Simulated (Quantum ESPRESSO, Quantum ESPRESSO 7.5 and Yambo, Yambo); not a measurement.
**Ta2O5 (Pmmm): G0W0 with Yambo, start to end**

Aim: the G0W0 gap of Ta2O5 (Pmmm) on PBE, step by step.

Calculated with Quantum ESPRESSO 7.5 and Yambo 5.3.0; PBE and many-body steps on it, plane waves.

### 1. Starting point

Symmetry: Pmmm, No. 47, orthorhombic system. Conventional cell: a = 3.677 Å, b = 3.897 Å, c = 6.217 Å, α = 90.00°, β = 90.00°, γ = 90.00°. Nearest to Ta lie 6 O at 1.95 to 2.16 Å. Nearest to Ta lie 6 O at 1.84 to 1.98 Å. O has 3 Ta at 1.98 to 2.16 Å nearest. Nearest to O lie 2 Ta at 1.95 Å. O has 2 Ta at 1.84 Å nearest. Nearest to O lie 2 Ta at 1.95 Å. Farther neighbours and most contacts between anions are not listed.

The cell and positions come from the Crystallography Open Database and are kept as given unless a step says otherwise. Spin-orbit coupling is left out unless a step names it.

### 2. Ground state

This step: Quantum ESPRESSO 7.5; DFT, PBE, plane waves, norm-conserving pseudopotentials.

The ground-state density comes first.

The input, pw.in:

```
&control
  calculation = 'scf'
  prefix = 'x'
  outdir = 'o'
  pseudo_dir = 'pseudo'
/
&system
  ibrav = 0
  nat = 7
  ntyp = 2
  ecutwfc = 72.0
  nbnd = 35
  force_symmorphic = .true.
/
&electrons
  conv_thr = 1e-10
  electron_maxstep = 80
  mixing_beta = 0.5
/
ATOMIC_SPECIES
  Ta 180.95 Ta.upf
  O 15.999 O.upf
CELL_PARAMETERS angstrom
  3.6770000000 0.0000000000 0.0000000000
  0.0000000000 3.8970000000 0.0000000000
  0.0000000000 0.0000000000 6.2170000000
ATOMIC_POSITIONS crystal
  Ta 0.5000000000 0.0000000000 0.5000000000
  Ta 0.0000000000 0.0000000000 0.0000000000
  O 0.0000000000 0.0000000000 0.3190000000
  O 0.0000000000 0.0000000000 0.6810000000
  O 0.5000000000 0.5000000000 0.5000000000
  O 0.5000000000 0.0000000000 0.0000000000
  O 0.0000000000 0.5000000000 0.0000000000
K_POINTS automatic
  6 6 4 0 0 0
```

Command:

```bash
$ OMP_NUM_THREADS=1 mpirun -n 4 pw.x -nk 4 -in pw.in > pw.out
```

The log of the run:

```text
Program PWSCF v.7.5 starts

     This program is part of the open-source Quantum ESPRESSO suite
     for quantum simulation of materials; please cite
         "P. Giannozzi et al., J. Phys.:Condens. Matter 21 395502 (2009);
         "P. Giannozzi et al., J. Phys.:Condens. Matter 29 465901 (2017);
         "P. Giannozzi et al., J. Chem. Phys. 152 154105 (2020);
     in publications or presentations arising from this work. More details at
     Message from routine setup:
     using ibrav=0 with symmetry is DISCOURAGED, use correct ibrav instead

     G-vector sticks info

     bravais-lattice index     =            0
     lattice parameter (alat)  =       6.9485  a.u.
     unit-cell volume          =     601.1758 (a.u.)^3
     number of atoms/cell      =            7
     number of atomic types    =            2
     number of electrons       =        56.00
     number of Kohn-Sham states=           35
     kinetic-energy cutoff     =      72.0000  Ry
     charge density cutoff     =     288.0000  Ry
     scf convergence threshold =      1.0E-10
     mixing beta               =       0.5000
     number of iterations used =            8  plain     mixing
     Exchange-correlation= PBE
                           (   1   4   3   4   0   0   0)

     celldm(1)=   6.948523  celldm(2)=   0.000000  celldm(3)=   0.000000
     celldm(4)=   0.000000  celldm(5)=   0.000000  celldm(6)=   0.000000

     crystal axes: (cart. coord. in units of alat)
               a(1) = (   1.000000   0.000000   0.000000 )
               a(2) = (   0.000000   1.059831   0.000000 )
               a(3) = (   0.000000   0.000000   1.690781 )

     reciprocal axes: (cart. coord. in units 2 pi/alat)
               b(1) = (  1.000000  0.000000  0.000000 )
               b(2) = (  0.000000  0.943546  0.000000 )
               b(3) = (  0.000000  0.000000  0.591443 )
     Pseudo is Norm-conserving + core correction, Zval = 13.0
     Generated using ONCVPSP code by D. R. Hamann
     Using radial grid of 1450 points,  8 beta functions with:
     Pseudo is Norm-conserving + core correction, Zval =  6.0
     Generated using ONCVPSP code by D. R. Hamann
     Using radial grid of  936 points,  5 beta functions with:
     Ta               13.00   180.95000     Ta( 1.00)
     O                 6.00    15.99900     O ( 1.00)

      8 Sym. Ops., with inversion, found

   Cartesian axes

     site n.     atom                  positions (alat units)
         1        Ta     tau(   1) = (   0.5000000   0.0000000   0.8453903  )
         2        Ta     tau(   2) = (   0.0000000   0.0000000   0.0000000  )
         3        O      tau(   3) = (   0.0000000   0.0000000   0.5393590  )
         4        O      tau(   4) = (   0.0000000   0.0000000   1.1514215  )
         5        O      tau(   5) = (   0.5000000   0.5299157   0.8453903  )
         6        O      tau(   6) = (   0.5000000   0.0000000   0.0000000  )
         7        O      tau(   7) = (   0.0000000   0.5299157   0.0000000  )

     number of k points=    48
                       cart. coord. in units 2pi/alat
        k(    1) = (   0.0000000   0.0000000   0.0000000), wk =   0.0138889
        k(    2) = (   0.0000000   0.0000000   0.1478607), wk =   0.0277778
        k(    3) = (   0.0000000   0.0000000  -0.2957214), wk =   0.0138889
        k(    4) = (   0.0000000   0.1572577   0.0000000), wk =   0.0277778
        k(    5) = (   0.0000000   0.1572577   0.1478607), wk =   0.0555556
        k(    6) = (   0.0000000   0.1572577  -0.2957214), wk =   0.0277778
        k(    7) = (   0.0000000   0.3145154   0.0000000), wk =   0.0277778
        k(    8) = (   0.0000000   0.3145154   0.1478607), wk =   0.0555556
        k(    9) = (   0.0000000   0.3145154  -0.2957214), wk =   0.0277778
        k(   10) = (   0.0000000  -0.4717732   0.0000000), wk =   0.0138889
     [... 36 further rows ...]
        k(   47) = (  -0.5000000  -0.4717732   0.1478607), wk =   0.0277778
        k(   48) = (  -0.5000000  -0.4717732  -0.2957214), wk =   0.0138889

     Dense  grid:    49589 G-vectors     FFT dimensions: (  40,  40,  64)

     Initial potential from superposition of free atoms

     starting charge      55.9982, renormalised to      56.0000
     Starting wfcs are   40 randomized atomic wfcs

     per-process dynamical memory:    81.1 Mb

     Self-consistent Calculation

     iteration #  1     ecut=    72.00 Ry     beta= 0.50

     total energy              =    -425.13805832 Ry
     estimated scf accuracy    <       3.17016151 Ry

     iteration #  2     ecut=    72.00 Ry     beta= 0.50

     total energy              =    -424.78151293 Ry
     estimated scf accuracy    <       6.01774848 Ry

     iteration #  3     ecut=    72.00 Ry     beta= 0.50

     total energy              =    -426.30696680 Ry
     estimated scf accuracy    <       0.86775227 Ry

     iteration #  4     ecut=    72.00 Ry     beta= 0.50

     total energy              =    -426.30000174 Ry
     estimated scf accuracy    <       0.28447254 Ry

     iteration #  5     ecut=    72.00 Ry     beta= 0.50

     total energy              =    -426.27884319 Ry
     estimated scf accuracy    <       0.10535349 Ry

     iteration #  6     ecut=    72.00 Ry     beta= 0.50

     total energy              =    -426.27898601 Ry
     estimated scf accuracy    <       0.02008977 Ry

     iteration #  7     ecut=    72.00 Ry     beta= 0.50

     total energy              =    -426.28191406 Ry
     estimated scf accuracy    <       0.00099823 Ry

     iteration #  8     ecut=    72.00 Ry     beta= 0.50

     total energy              =    -426.28223142 Ry
     estimated scf accuracy    <       0.00019074 Ry

     iteration #  9     ecut=    72.00 Ry     beta= 0.50

     total energy              =    -426.28221764 Ry
     estimated scf accuracy    <       0.00007892 Ry

     iteration # 10     ecut=    72.00 Ry     beta= 0.50

     total energy              =    -426.28222815 Ry
     estimated scf accuracy    <       0.00000329 Ry

     iteration # 11     ecut=    72.00 Ry     beta= 0.50

     total energy              =    -426.28222917 Ry
     estimated scf accuracy    <       0.00000085 Ry

     iteration # 12     ecut=    72.00 Ry     beta= 0.50

     total energy              =    -426.28222938 Ry
     estimated scf accuracy    <       0.00000004 Ry

     iteration # 13     ecut=    72.00 Ry     beta= 0.50

     total energy              =    -426.28222940 Ry
     estimated scf accuracy    <       0.00000002 Ry

     iteration # 14     ecut=    72.00 Ry     beta= 0.50

     total energy              =    -426.28222940 Ry
     estimated scf accuracy    <          5.5E-10 Ry

     iteration # 15     ecut=    72.00 Ry     beta= 0.50

     total energy              =    -426.28222940 Ry
     estimated scf accuracy    <          5.0E-10 Ry

     iteration # 16     ecut=    72.00 Ry     beta= 0.50

     End of self-consistent calculation

          k = 0.0000 0.0000 0.0000 (  6207 PWs)   bands (ev):

   -61.0926 -58.3742 -27.6235 -27.3521 -27.2515 -25.2483 -25.1629 -24.8265
   -10.2472  -9.6401  -9.4722  -8.0852  -7.7400   1.8471   2.9356   5.0699
     5.2380   5.2857   5.6602   6.2297   6.3155   6.7226   6.8990   7.1929
     7.5679   8.2476   8.3031   8.5178   9.5436   9.9526  10.3128  11.4034
    11.6076  12.8801  14.1916

          k = 0.0000 0.0000 0.1479 (  6200 PWs)   bands (ev):

   -61.0926 -58.3742 -27.6223 -27.3521 -27.2514 -25.2485 -25.1655 -24.8265
   -10.0951  -9.6666  -9.4173  -8.3712  -7.7287   2.4133   3.0421   4.9076
     5.1552   5.2880   5.7286   6.0504   6.3637   6.7000   6.8700   6.8719
     7.1313   8.0040   8.2899   8.5158   9.9605   9.9840  10.4471  11.5942
    11.7783  12.6969  14.5979

          k = 0.0000 0.0000-0.2957 (  6188 PWs)   bands (ev):

   -61.0926 -58.3742 -27.6210 -27.3521 -27.2514 -25.2486 -25.1681 -24.8265
    -9.8812  -9.7336  -9.2839  -8.7455  -7.7243   3.1702   3.2214   4.7207
     5.0915   5.2736   5.7767   5.7934   5.9757   6.4155   6.6773   6.8392
     7.0858   7.9116   8.2779   8.5140   9.9685  10.4234  10.5996  11.5807
    12.1961  12.4959  14.8154

          k = 0.0000 0.1573 0.0000 (  6214 PWs)   bands (ev):

     [... further k-points ...]

     highest occupied, lowest unoccupied level (ev):     9.1728    9.3950

!    total energy              =    -426.28222940 Ry
     estimated scf accuracy    <          3.0E-11 Ry

     The total energy is the sum of the following terms:
     one-electron contribution =    -145.92724869 Ry
     hartree contribution      =      99.05356996 Ry
     xc contribution           =    -100.96118644 Ry
     ewald contribution        =    -278.44736423 Ry

     convergence has been achieved in  16 iterations

     XML data file, charge density, pseudopotentials, collected wavefunctions

=------------------------------------------------------------------------------=
   JOB DONE.
=------------------------------------------------------------------------------=
```

Wall time 64 s (4 MPI ranks of Arm Neoverse V1, shared host); peak memory 0.51 GiB.

Numbers from this step:

- total energy: -5799.8652 eV
- gap: 0.2222 eV
- k of the valence top: -0.5, -0.5, -0.5
- k of the conduction bottom: -0.5, 0, 0
- least direct gap: 0.4001 eV

The gap is indirect, with the least direct gap 0.18 eV higher.

### 3. Bands along the symmetry lines

Levels along a band path, at the cheap level, show where the edges lie and whether the meshes to come will hold them.

The input, pw.in:

```
&control
  calculation = 'bands'
  prefix = 'x'
  outdir = 'o'
  pseudo_dir = 'pseudo'
/
&system
  ibrav = 0
  nat = 7
  ntyp = 2
  ecutwfc = 72.0
  nbnd = 34
  force_symmorphic = .true.
/
&electrons
  conv_thr = 1e-9
  electron_maxstep = 80
  diago_full_acc = .true.
  diago_thr_init = 5e-6
/
ATOMIC_SPECIES
  Ta 180.95 Ta.upf
  O 15.999 O.upf
CELL_PARAMETERS angstrom
  3.6770000000 0.0000000000 0.0000000000
  0.0000000000 3.8970000000 0.0000000000
  0.0000000000 0.0000000000 6.2170000000
ATOMIC_POSITIONS crystal
  Ta 0.5000000000 0.0000000000 0.5000000000
  Ta 0.0000000000 0.0000000000 0.0000000000
  O 0.0000000000 0.0000000000 0.3190000000
  O 0.0000000000 0.0000000000 0.6810000000
  O 0.5000000000 0.5000000000 0.5000000000
  O 0.5000000000 0.0000000000 0.0000000000
  O 0.0000000000 0.5000000000 0.0000000000
K_POINTS crystal
  100
  0.00000000 0.00000000 0.00000000 1
  0.06250000 0.00000000 0.00000000 1
  0.12500000 0.00000000 0.00000000 1
  0.18750000 0.00000000 0.00000000 1
  0.25000000 0.00000000 0.00000000 1
  0.31250000 0.00000000 0.00000000 1
  0.37500000 0.00000000 0.00000000 1
  0.43750000 0.00000000 0.00000000 1
  0.50000000 0.00000000 0.00000000 1
  0.50000000 0.06250000 0.00000000 1
  0.50000000 0.12500000 0.00000000 1
  0.50000000 0.18750000 0.00000000 1
  0.50000000 0.25000000 0.00000000 1
  0.50000000 0.31250000 0.00000000 1
  0.50000000 0.37500000 0.00000000 1
  0.50000000 0.43750000 0.00000000 1
  0.50000000 0.50000000 0.00000000 1
  0.43750000 0.50000000 0.00000000 1
  0.37500000 0.50000000 0.00000000 1
  0.31250000 0.50000000 0.00000000 1
  0.25000000 0.50000000 0.00000000 1
  0.18750000 0.50000000 0.00000000 1
  0.12500000 0.50000000 0.00000000 1
  0.06250000 0.50000000 0.00000000 1
  0.00000000 0.50000000 0.00000000 1
  0.00000000 0.43750000 0.00000000 1
  0.00000000 0.37500000 0.00000000 1
  0.00000000 0.31250000 0.00000000 1
  0.00000000 0.25000000 0.00000000 1
  0.00000000 0.18750000 0.00000000 1
  0.00000000 0.12500000 0.00000000 1
  0.00000000 0.06250000 0.00000000 1
  0.00000000 0.00000000 0.00000000 1
  0.00000000 0.00000000 0.06250000 1
  0.00000000 0.00000000 0.12500000 1
  0.00000000 0.00000000 0.18750000 1
  0.00000000 0.00000000 0.25000000 1
  0.00000000 0.00000000 0.31250000 1
  0.00000000 0.00000000 0.37500000 1
  0.00000000 0.00000000 0.43750000 1
  0.00000000 0.00000000 0.50000000 1
  0.06250000 0.00000000 0.50000000 1
  0.12500000 0.00000000 0.50000000 1
  0.18750000 0.00000000 0.50000000 1
  0.25000000 0.00000000 0.50000000 1
  0.31250000 0.00000000 0.50000000 1
  0.37500000 0.00000000 0.50000000 1
  0.43750000 0.00000000 0.50000000 1
  0.50000000 0.00000000 0.50000000 1
  0.50000000 0.06250000 0.50000000 1
  0.50000000 0.12500000 0.50000000 1
  0.50000000 0.18750000 0.50000000 1
  0.50000000 0.25000000 0.50000000 1
  0.50000000 0.31250000 0.50000000 1
  0.50000000 0.37500000 0.50000000 1
  0.50000000 0.43750000 0.50000000 1
  0.50000000 0.50000000 0.50000000 1
  0.43750000 0.50000000 0.50000000 1
  0.37500000 0.50000000 0.50000000 1
  0.31250000 0.50000000 0.50000000 1
  0.25000000 0.50000000 0.50000000 1
  0.18750000 0.50000000 0.50000000 1
  0.12500000 0.50000000 0.50000000 1
  0.06250000 0.50000000 0.50000000 1
  0.00000000 0.50000000 0.50000000 1
  0.00000000 0.43750000 0.50000000 1
  0.00000000 0.37500000 0.50000000 1
  0.00000000 0.31250000 0.50000000 1
  0.00000000 0.25000000 0.50000000 1
  0.00000000 0.18750000 0.50000000 1
  0.00000000 0.12500000 0.50000000 1
  0.00000000 0.06250000 0.50000000 1
  0.00000000 0.00000000 0.50000000 1
  0.50000000 0.00000000 0.00000000 1
  0.50000000 0.00000000 0.06250000 1
  0.50000000 0.00000000 0.12500000 1
  0.50000000 0.00000000 0.18750000 1
  0.50000000 0.00000000 0.25000000 1
  0.50000000 0.00000000 0.31250000 1
  0.50000000 0.00000000 0.37500000 1
  0.50000000 0.00000000 0.43750000 1
  0.50000000 0.00000000 0.50000000 1
  0.00000000 0.50000000 0.00000000 1
  0.00000000 0.50000000 0.06250000 1
  0.00000000 0.50000000 0.12500000 1
  0.00000000 0.50000000 0.18750000 1
  0.00000000 0.50000000 0.25000000 1
  0.00000000 0.50000000 0.31250000 1
  0.00000000 0.50000000 0.37500000 1
  0.00000000 0.50000000 0.43750000 1
  0.00000000 0.50000000 0.50000000 1
  0.50000000 0.50000000 0.00000000 1
  0.50000000 0.50000000 0.06250000 1
  0.50000000 0.50000000 0.12500000 1
  0.50000000 0.50000000 0.18750000 1
  0.50000000 0.50000000 0.25000000 1
  0.50000000 0.50000000 0.31250000 1
  0.50000000 0.50000000 0.37500000 1
  0.50000000 0.50000000 0.43750000 1
  0.50000000 0.50000000 0.50000000 1
```

The log of the run:

```text
[banner, memory and clock lines left out]
Program PWSCF v.7.5 starts

     Atomic positions and unit cell read from directory:
     o/x.save/

     Message from routine setup:
     using ibrav=0 with symmetry is DISCOURAGED, use correct ibrav instead

     G-vector sticks info

     bravais-lattice index     =            0
     lattice parameter (alat)  =       6.9485  a.u.
     unit-cell volume          =     601.1758 (a.u.)^3
     number of atoms/cell      =            7
     number of atomic types    =            2
     number of electrons       =        56.00
     number of Kohn-Sham states=           34
     kinetic-energy cutoff     =      72.0000  Ry
     charge density cutoff     =     288.0000  Ry
     Exchange-correlation= PBE
                           (   1   4   3   4   0   0   0)

     celldm(1)=   6.948523  celldm(2)=   0.000000  celldm(3)=   0.000000
     celldm(4)=   0.000000  celldm(5)=   0.000000  celldm(6)=   0.000000

     crystal axes: (cart. coord. in units of alat)
               a(1) = (   1.000000   0.000000   0.000000 )
               a(2) = (   0.000000   1.059831   0.000000 )
               a(3) = (   0.000000   0.000000   1.690781 )

     reciprocal axes: (cart. coord. in units 2 pi/alat)
               b(1) = (  1.000000  0.000000  0.000000 )
               b(2) = (  0.000000  0.943546  0.000000 )
               b(3) = (  0.000000  0.000000  0.591443 )
     Pseudo is Norm-conserving + core correction, Zval = 13.0
     Generated using ONCVPSP code by D. R. Hamann
     Using radial grid of 1450 points,  8 beta functions with:
     Pseudo is Norm-conserving + core correction, Zval =  6.0
     Generated using ONCVPSP code by D. R. Hamann
     Using radial grid of  936 points,  5 beta functions with:
     Ta               13.00   180.95000     Ta( 1.00)
     O                 6.00    15.99900     O ( 1.00)

      8 Sym. Ops., with inversion, found

   Cartesian axes

     site n.     atom                  positions (alat units)
         1        Ta     tau(   1) = (   0.5000000   0.0000000   0.8453903  )
         2        Ta     tau(   2) = (   0.0000000   0.0000000   0.0000000  )
         3        O      tau(   3) = (   0.0000000   0.0000000   0.5393590  )
         4        O      tau(   4) = (   0.0000000   0.0000000   1.1514215  )
         5        O      tau(   5) = (   0.5000000   0.5299157   0.8453903  )
         6        O      tau(   6) = (   0.5000000   0.0000000   0.0000000  )
         7        O      tau(   7) = (   0.0000000   0.5299157   0.0000000  )

     number of k points=   100

     Number of k-points >= 100: set verbosity='high' to print them.

     Dense  grid:    49589 G-vectors     FFT dimensions: (  40,  40,  64)

     The potential is recalculated from file :
     o/x.save/charge-density

     Starting wfcs are   40 randomized atomic wfcs

     Band Structure Calculation

     End of band structure calculation

     Number of k-points >= 100: set verbosity='high' to print the bands.

     XML data file, pseudopotentials, collected wavefunctions
```

Wall time 23 s (4 MPI ranks); peak memory 0.33 GiB; 92 s of CPU time.

This step gave:

```yaml
gap: 0.2222 eV
k_of_the_valence_top: 0.5, 0.5, 0.4375
k_of_the_conduction_bottom: 0.5, 0, 0
least_direct_gap: 0.4001 eV
```

The gap is 0.222 eV, as in the run before at this level.

Electronic bands along the path, in eV, zero at the top of the highest filled band:

```tsv
point	band 25	band 26	band 27	band 28	band 29	band 30	band 31	band 32
Γ	-1.60	-0.93	-0.87	-0.66	0.37	0.78	1.14	2.23
halfway	-2.07	-1.18	-1.15	-0.98	0.70	0.72	1.65	3.70
X	-2.20	-1.52	-1.24	-1.16	0.22	0.35	2.35	3.32
halfway	-2.32	-2.05	-0.90	-0.60	0.38	1.87	3.14	3.31
S	-2.33	-1.76	-0.85	0.00	0.40	3.29	3.34	4.23
halfway	-2.26	-1.83	-0.83	-0.57	0.80	3.49	3.90	3.92
Y	-2.44	-1.80	-1.41	-0.81	0.61	2.29	3.67	3.71
halfway	-2.11	-1.51	-1.44	-1.01	0.51	2.26	2.33	2.44
Γ	-1.60	-0.93	-0.87	-0.66	0.37	0.78	1.14	2.23
halfway	-2.04	-1.17	-0.88	-0.66	0.79	0.81	1.27	2.42
Z	-2.09	-1.26	-0.89	-0.66	0.80	1.25	1.43	2.41
halfway	-2.47	-1.24	-1.15	-1.11	0.91	1.17	1.26	3.75
U	-2.44	-1.42	-1.14	-1.10	0.29	0.85	1.46	3.09
halfway	-2.70	-2.35	-1.33	-0.57	0.89	1.91	2.90	3.12
R	-3.21	-2.57	-0.92	0.00	0.93	3.16	3.33	4.14
halfway	-2.79	-2.18	-1.10	-0.57	1.37	3.51	3.88	4.04
T	-2.45	-1.85	-1.83	-1.35	1.44	3.06	3.67	3.73
halfway	-2.17	-1.95	-1.53	-1.24	1.36	2.31	2.45	3.06
Z	-2.09	-1.26	-0.89	-0.66	0.80	1.25	1.43	2.41
jump to X	-2.20	-1.52	-1.24	-1.16	0.22	0.35	2.35	3.32
halfway	-2.46	-1.46	-1.19	-1.16	0.26	0.61	1.88	3.19
U	-2.44	-1.42	-1.14	-1.10	0.29	0.85	1.46	3.09
jump to Y	-2.44	-1.80	-1.41	-0.81	0.61	2.29	3.67	3.71
halfway	-2.37	-2.29	-1.83	-0.99	1.02	2.65	3.67	3.72
T	-2.45	-1.85	-1.83	-1.35	1.44	3.06	3.67	3.73
jump to S	-2.33	-1.76	-0.85	0.00	0.40	3.29	3.34	4.23
```

(Continued in part 2 of 3.)

[Paths, hosts, dates, memory and timing lines, banners, echoed tables and standing remarks are left out of the program output.]

[Logs are printed without paths, hosts, clocks, repeated set-up lines and the standing remarks that a program may print on its own settings, such as how far it seeks lower states.]

[Runs of the session that timed out or met a known fault of the program may be left out.]

[Hosts, paths, dates, database ids (printed as entryN), source tags and the programs' standing remarks are cut or masked in the printed files.]
